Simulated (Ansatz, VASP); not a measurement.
# FeAs (Westerveldite) in two plane-wave programs

Wanted: the spread between two codes on one cell, functional and k mesh. The structure shown comes from an earlier Ansatz run, which isn't shown and may have moved the atoms alone.

Main program and level: Ansatz 0.2.0; plane waves, with VASP 6.6.1 beside it; elastic constants at PBEsol.

## 1. The starting structure

It takes space group Pnma (No. 62, orthorhombic). Conventional cell: a = 5.248 Å, b = 3.320 Å, c = 5.874 Å, α = 90.00°, β = 90.00°, γ = 90.00°. Nearest to Fe lie 6 As at 2.30 to 2.44 Å. Nearest to As lie 6 Fe at 2.30 to 2.44 Å. Farther neighbours are not listed.

## 2. Ansatz: elastic constants, PBEsol

Ansatz runs on its default PAW (the set named soft_2) files.

Elastic constants are differences of stresses under small strains, so they test the stress and the mesh.

Contents of input.yaml:

```yaml
crystal:
  lattice:
    - [5.2478178441, 0.0, 0.0]
    - [0.0, 3.3195015005, 0.0]
    - [0.0, 0.0, 5.873821204]
  atoms:
    - { symbol: Fe, position: [0.997383667, 0.75, 0.2017129234] }
    - { symbol: Fe, position: [0.002616333, 0.25, 0.7982870766] }
    - { symbol: Fe, position: [0.502616333, 0.25, 0.7017129234] }
    - { symbol: Fe, position: [0.497383667, 0.75, 0.2982870766] }
    - { symbol: As, position: [0.801768334, 0.75, 0.5788447298] }
    - { symbol: As, position: [0.198231666, 0.25, 0.4211552702] }
    - { symbol: As, position: [0.698231666, 0.25, 0.0788447298] }
    - { symbol: As, position: [0.301768334, 0.75, 0.9211552702] }
kpoints:
  mp_grid: { grid: [4, 6, 4] }
hamiltonian:
  xc: pbesol
scf:
  occupations: { method: gaussian, width: 0.1 }
output:
  forces: true
  stress: true
  eigenvalues: true
elastic:
  mode: relaxed_ion
  stencil: two_point
```

Command:

```
> ansatz run input.yaml --threads 8 --pin off --max-ram 16384MiB --backend cpu --events-out ev --progress --plain --runs-dir out
```

Numbers of over 12 decimals in the logs are rounded to 6 here.

Log:

```text
Engine: ansatz 0.2.0, aarch64-unknown-linux-gnu
Pseudopotentials: kind: paw
Pseudopotential: Fe, paw, valence charge 16, recommended cutoff 420 eV (normal), Fe.paw.azcp
Pseudopotential: As, paw, valence charge 15, recommended cutoff 420 eV (normal), As.paw.azcp
Functional definition: PBEsol
  exchange = pbesol_x
  correlation = pbesol_c
Crystal: 8 atoms, lattice volume = 102.323 Å³
Basis set: ecut = 420 eV, 2001 PW (Γ), exchange–correlation on 72×48×80 points (8 copies of the dense FFT grid, shifted against one another)
Bands: 75, of which v1, the nominal top of the filled ones, is band 62 counted from 1 (61 counted from 0)
Symmetry: 8 space group operations
Space group: Pnma (ITA 62), of the structure as read, at distance tolerance 4.7e-5 Å
k-points: 36 of 96
Non-local potential: Fe, projectors of the file, l = 0: 3, l = 1: 2, l = 2: 3, l = 3: 1
Non-local potential: As, projectors of the file, l = 0: 2, l = 1: 2, l = 2: 3, l = 3: 1
PAW form: soft (Blöchl's): semilocal exchange-correlation on the pseudo side does not see the compensation charge
PAW frozen core: Fe, regenerated for the run's functional, and the local potential with it (the file was generated under x = pbe(κ = 0.804, μ = 0.219515), c = pbe(β = 0.066725))
PAW frozen core: As, regenerated for the run's functional, and the local potential with it (the file was generated under x = pbe(κ = 0.804, μ = 0.219515), c = pbe(β = 0.066725))
PAW one-centre angular grid: Fe, 590 points (default); XC on 64 Gauss nodes
PAW one-centre angular grid: As, 590 points (default); XC on 64 Gauss nodes
Initial density: superposition of atomic densities (neutral atoms: chi_scale 0, normalization atom), corrected by the library's trained network
Initial wavefunctions: pseudopotential atomic-orbital guess
Functional: x = pbesol(κ = 0.804, μ = 0.123457), c = pbesol(β = 0.046)
SCF iter   1: F=—  HF=-37049.850403 eV  |F-HF|=—  |Δ(HF+E_count)|=         —  Δρ=1.57e-2  dr2=1.62e-1  ethr=1.77e-3  ⟨swp⟩=5.4  Hψ=9005  notcnv=0  defer=23
preconditioner: auto → Kerker (q_TF=auto, 2.817 Å⁻¹)  [metal: Δε(μ)=0.013 eV  Ē_g=7.404 eV  σ=0.100 eV  W_gap=0.08  n_scr=38 (ndim 8)  ℏωp=26.5 eV  f_vac=0.000  D(μ)=11.26/eV (n_scr^D=154)]
SCF iter   2: F=—  HF=-37049.829047 eV  |F-HF|=—  |Δ(HF+E_count)|=   2.14e-2  Δρ=5.83e-3  dr2=2.31e-2  ethr=1.30e-4  ⟨swp⟩=2.3  Hψ=3724  notcnv=0  defer=145
SCF iter   3: F=—  HF=-37049.826350 eV  |F-HF|=—  |Δ(HF+E_count)|=   2.70e-3  Δρ=1.05e-3  dr2=8.32e-4  ethr=1.86e-5  ⟨swp⟩=2.0  Hψ=2909  notcnv=0  defer=145
SCF iter   4: F=—  HF=-37049.826187 eV  |F-HF|=—  |Δ(HF+E_count)|=   1.63e-4  Δρ=3.29e-4  dr2=8.85e-5  ethr=6.71e-7  ⟨swp⟩=2.0  Hψ=4213  notcnv=0  defer=145
SCF iter   5: F=—  HF=-37049.826239 eV  |F-HF|=—  |Δ(HF+E_count)|=   5.21e-5  Δρ=1.86e-4  dr2=2.71e-5  ethr=7.14e-8  ⟨swp⟩=2.0  Hψ=4229  notcnv=0  defer=145
SCF iter   6: F=—  HF=-37049.826244 eV  |F-HF|=—  |Δ(HF+E_count)|=   4.90e-6  Δρ=6.15e-5  dr2=3.80e-6  ethr=2.18e-8  ⟨swp⟩=1.0  Hψ=2540  notcnv=0  defer=145
SCF iter   7: F=—  HF=-37049.826235 eV  |F-HF|=—  |Δ(HF+E_count)|=   8.97e-6  Δρ=2.38e-5  dr2=5.03e-7  ethr=3.06e-9  ⟨swp⟩=2.1  Hψ=3334  notcnv=0  defer=145
SCF iter   8: F=—  HF=-37049.826235 eV  |F-HF|=—  |Δ(HF+E_count)|=   1.00e-7  Δρ=1.47e-5  dr2=7.85e-8  ethr=4.06e-10  ⟨swp⟩=2.0  Hψ=4048  notcnv=0  defer=145
SCF iter   9: F=—  HF=-37049.826235 eV  |F-HF|=—  |Δ(HF+E_count)|=   2.33e-8  Δρ=2.37e-6  dr2=4.21e-9  ethr=6.33e-11  ⟨swp⟩=2.4  Hψ=4888  notcnv=0  defer=145
SCF iter  10: F=—  HF=-37049.826235 eV  |F-HF|=—  |Δ(HF+E_count)|=  5.09e-11  Δρ=1.20e-6  dr2=4.54e-10  ethr=3.39e-12  ⟨swp⟩=2.3  Hψ=3452  notcnv=0  defer=145
SCF iter  11: F=—  HF=-37049.826235 eV  |F-HF|=—  |Δ(HF+E_count)|=  1.75e-10  Δρ=2.63e-7  dr2=6.36e-11  ethr=3.66e-13 (applied; sched 1.00e-12)  ⟨swp⟩=2.6  Hψ=4763  notcnv=0  defer=159
SCF iter  12: F=—  HF=-37049.826235 eV  |F-HF|=—  |Δ(HF+E_count)|=    0.00e0  Δρ=9.37e-8  dr2=5.40e-12  ethr=5.13e-14 (applied; sched 1.00e-12)  ⟨swp⟩=2.6  Hψ=3969  notcnv=0  defer=160
SCF iter  13: F=—  HF=-37049.826235 eV  |F-HF|=—  |Δ(HF+E_count)|=  1.46e-11  Δρ=3.53e-8  dr2=5.62e-13  ethr=4.35e-15 (applied; sched 1.00e-12)  ⟨swp⟩=2.0  Hψ=4212  notcnv=0  defer=160
SCF iter  14: F=—  HF=-37049.826235 eV  |F-HF|=—  |Δ(HF+E_count)|=    0.00e0  Δρ=1.10e-8  dr2=1.06e-13  ethr=1.00e-12  ⟨swp⟩=9.5  Hψ=12330  notcnv=0
SCF iter  15: F=-37049.826235 eV  HF=-37049.826235 eV  |F-HF|=7.28e-12  |Δ(HF+E_count)|=  7.28e-12  Δρ=3.02e-9  dr2=7.15e-15  ethr=1.00e-12  ⟨swp⟩=4.0  Hψ=8005  notcnv=0
SCF 1 converged in 15 iterations: F = -37049.826235 eV  dr2 = 7.15e-15
  greatest PAW one-centre occupation: 1.001 electrons in one spin orbital (limit 2), on the Fe atom at site 3 (counted from 0), in its partial waves of l = 1
[...]
E_xc         = -794.904180
  E_vxc        = -938.692549  (∫ρ·V_xc dr)
  E_paw        = -12517.141013  (= ΣΔE_a)
  E_vpaw       = -275.381861  (= ΣTr[D̂ρ^β])
  E_aug_tail   = 0.003163  (compensation charges beyond the density's cutoff)
  E_ewald      = -16759.046672
  E_core_change = 4.582521  (= ΣΔE_core)
  E_smearing   = -0.055522  (= −TS)
  E_closure    = 0.000000  (closes the sum)
  Σ components = -37049.826235   (vs F -37049.826235, Δ=0.00e0)
--- Forces (eV/Å), atoms counted from 1 ---
  atom   1  Fe    -0.00001362    -0.00000000     0.00004692
  atom   2  Fe     0.00001362    -0.00000000    -0.00004692
  atom   3  Fe     0.00001362     0.00000000     0.00004692
  atom   4  Fe    -0.00001362     0.00000000    -0.00004692
  atom   5  As    -0.00000712     0.00000000    -0.00001515
  atom   6  As     0.00000712    -0.00000000     0.00001515
  atom   7  As     0.00000712     0.00000000    -0.00001515
  atom   8  As    -0.00000712     0.00000000     0.00001515
  max |Σ_I F_I| component: 1.30e-18 eV/Å
--- Stress (GPa, compression-positive) ---
        0.008456       0.000000       0.000000
        0.000000      -0.010748       0.000000
        0.000000       0.000000      -0.003774
  P = ⅓ Tr σ = -0.0020 GPa (-0.020 kbar)
--- Band table (eV; the first three rows and the last of 36) ---
  k-point 0: bands = [... 58 lower, 17.0900, 17.1927, 17.3223, 17.5723, 17.7212, 18.5141, 19.2822, 19.6641, ... 9 higher]
  k-point 1: bands = [... 58 lower, 17.0260, 17.2682, 17.4911, 17.5393, 18.0355, 18.5934, 19.4221, 19.4490, ... 9 higher]
  k-point 2: bands = [... 58 lower, 17.2675, 17.2675, 17.4069, 17.4069, 18.8773, 18.8773, 19.0890, 19.0890, ... 9 higher]
  k-point 35: bands = [... 58 lower, 17.3400, 17.3400, 17.6085, 17.6085, 17.6085, 17.6085, 20.0493, 20.0493, ... 9 higher]
--- Elastic constants: 6 strain directions × 2 members + reference (group order 8) ---
  dense FFT box of the reference and of every strained cell: 36×24×40
  strains applied: 11, 22, 33, 23, 13, 12; error gains: componentwise 1.00 (the most a stress slope's error grows in a printed constant), spectral 1.00 (1 for all six strains in a standard setting)
  reference relaxed by the batch: 3 steps; max|allowed force component| 1.22e-3 eV/Å at the deck's positions, 4.69e-5 at the last accepted step, 4.69e-5 by the solve of record
  largest displacement 8.9e-5 Å; the constants are those of the deck's cell at these positions:
  atoms:
    - { symbol: Fe, position: [0.997370, 0.750000, 0.201719] }
    - { symbol: Fe, position: [0.00262979, 0.25, 0.798281] }
    - { symbol: Fe, position: [0.502630, 0.25, 0.701719] }
    - { symbol: Fe, position: [0.497370, 0.750000, 0.298281] }
    - { symbol: As, position: [0.801783, 0.750000, 0.578852] }
    - { symbol: As, position: [0.198217, 0.25, 0.421148] }
    - { symbol: As, position: [0.698217, 0.25, 0.078852] }
    - { symbol: As, position: [0.301783, 0.750000, 0.921148] }
  C = ∂σ_k/∂η_j (tension-positive GPa; Voigt order 11 22 33 23 13 12):
       333.532    182.588    123.667      0.000      0.000      0.000
       182.600    211.237    148.207      0.000      0.000      0.000
       123.672    148.238    285.502      0.000      0.000      0.000
         0.000      0.000      0.000     96.272      0.000      0.000
         0.000      0.000      0.000      0.000    122.920      0.000
         0.000      0.000      0.000      0.000      0.000    148.355
  reference stress σ⁰ (GPa):     -0.008      0.011      0.004     -0.000     -0.000     -0.000
  C* (energy form; C + prestress term) asymmetry max|C*_kj − C*_jk| = 3.072e-2 GPa — a small one proves nothing (zero by symmetry where the batch's group is 432, −43m or m−3m); a large one is finite-difference/SCF noise where every solve meets its electron count
  moduli (Voigt/Reuss/Hill, GPa): K = 193.25/187.24/190.25   G = 98.56/73.67/86.12   E = 224.48   ν = 0.303
  mechanically stable: yes (min eigenvalue of sym C = 62.81 GPa)
  the stresses are not corrected for the forces that the relaxations left standing (`elastic.f_tol`)
  strain η (Voigt 11):  stress-route row diagonal C_11 = 333.53 GPa, energy-path curvature d²(F+E_count+ΔE)/dδ²/Ω₀ = 333.13 GPa
         δ    σ_11 (GPa)             F (eV)   n_scf  n_hpsi   n_pw
    -2.000e-3      -0.6804      -37049.8257749      14   53447   2040   relax 4 steps, max|allowed force component| 3.91e-5 eV/Å
     2.000e-3       0.6537      -37049.8258334      14   53499   2040   relax 3 steps, max|allowed force component| 2.94e-5 eV/Å
  strain η (Voigt 22):  stress-route row diagonal C_22 = 211.24 GPa, energy-path curvature d²(F+E_count+ΔE)/dδ²/Ω₀ = 210.33 GPa
         δ    σ_22 (GPa)             F (eV)   n_scf  n_hpsi   n_pw
    -2.000e-3      -0.4126      -37049.8259713      13   50934   2040   relax 5 steps, max|allowed force component| 1.18e-5 eV/Å
     2.000e-3       0.4323      -37049.8259526      14   53701   2040   relax 5 steps, max|allowed force component| 1.54e-6 eV/Å
  strain η (Voigt 33):  stress-route row diagonal C_33 = 285.50 GPa, energy-path curvature d²(F+E_count+ΔE)/dδ²/Ω₀ = 285.38 GPa
         δ    σ_33 (GPa)             F (eV)   n_scf  n_hpsi   n_pw
    -2.000e-3      -0.5705      -37049.8258622      14   53706   2040   relax 5 steps, max|allowed force component| 2.87e-5 eV/Å
     2.000e-3       0.5716      -37049.8258865      14   53738   2040   relax 3 steps, max|allowed force component| 2.63e-5 eV/Å
  strain η (Voigt 23):  stress-route row diagonal C_44 = 96.27 GPa, energy-path curvature d²(F+E_count+ΔE)/dδ²/Ω₀ = 96.66 GPa
         δ    σ_23 (GPa)             F (eV)   n_scf  n_hpsi   n_pw
    -2.000e-3      -0.1925      -37049.8261185      14   62579   2040   relax 4 steps, max|allowed force component| 2.01e-5 eV/Å
     2.000e-3       0.1926      -37049.8261185      14   62587   2040   relax 3 steps, max|allowed force component| 1.20e-5 eV/Å
  strain η (Voigt 13):  stress-route row diagonal C_55 = 122.92 GPa, energy-path curvature d²(F+E_count+ΔE)/dδ²/Ω₀ = 123.23 GPa
         δ    σ_13 (GPa)             F (eV)   n_scf  n_hpsi   n_pw
    -2.000e-3      -0.2458      -37049.8260749      14   59486   2040   relax 4 steps, max|allowed force component| 3.11e-6 eV/Å
     2.000e-3       0.2458      -37049.8260749      14   59492   2040   relax 3 steps, max|allowed force component| 1.54e-5 eV/Å
  strain η (Voigt 12):  stress-route row diagonal C_66 = 148.35 GPa, energy-path curvature d²(F+E_count+ΔE)/dδ²/Ω₀ = 148.00 GPa
         δ    σ_12 (GPa)             F (eV)   n_scf  n_hpsi   n_pw
    -2.000e-3      -0.2967      -37049.8260478      14   62406   2040   relax 3 steps, max|allowed force component| 3.16e-5 eV/Å
     2.000e-3       0.2967      -37049.8260478      14   62432   2040   relax 5 steps, max|allowed force component| 2.80e-5 eV/Å
```

(Continued in part 2 of 2.)

[Lines on the potential files, build, host, timing and source positions are cut from VASP's logs without a mark.]

[Logs are printed without paths, hosts, clocks, repeated set-up lines and the standing remarks that a program may print on its own settings, such as how far it seeks lower states.]

[Hosts, paths, dates, database ids (printed as entryN), source tags and the programs' standing remarks are cut or masked in the printed files.]
